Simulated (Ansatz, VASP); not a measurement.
# Two plane-wave programs on Br

```
CELL_PARAMETERS angstrom
-1.28677 1.72000 3.57799
1.28677 -1.72000 3.57799
1.28677 1.72000 -3.57799
ATOMIC_POSITIONS crystal
Br 0.00000 0.00000 0.00000
```

Alike in both runs: task single point; functional LDA; k mesh 8 × 8 × 8; occupations gaussian, width 0.1 eV; no spin polarisation.

```csv
,VASP,Ansatz
version,VASP 6.6.1,Ansatz 0.2.0
potentials or method,"VASP PAW LDA potentials, release 64 (Br)","scalar-relativistic, plane waves, PAW"
plane-wave cutoff (eV),520,420
valence electrons in the cell,7,7
```

Ansatz gave:

```
gap on the k mesh at the Fermi level (eV)       : none
pressure (GPa)                                  : -2.5
largest component of the traceless stress (GPa) : 1.64
```

**Question.** Estimate VASP's values.

**Answer.** gap on the k mesh at the Fermi level (eV): none; pressure (GPa): -2.4; largest component of the traceless stress (GPa): 1.50.

A gap of «none» marks a metal or a gap that the smearing closes.

Caveats: the k mesh is coarse (spacing up to 0.38 Å⁻¹), so the values aren't converged; an odd number of electrons without spin polarisation forces a metal; a magnetic or distorted state may lie lower.
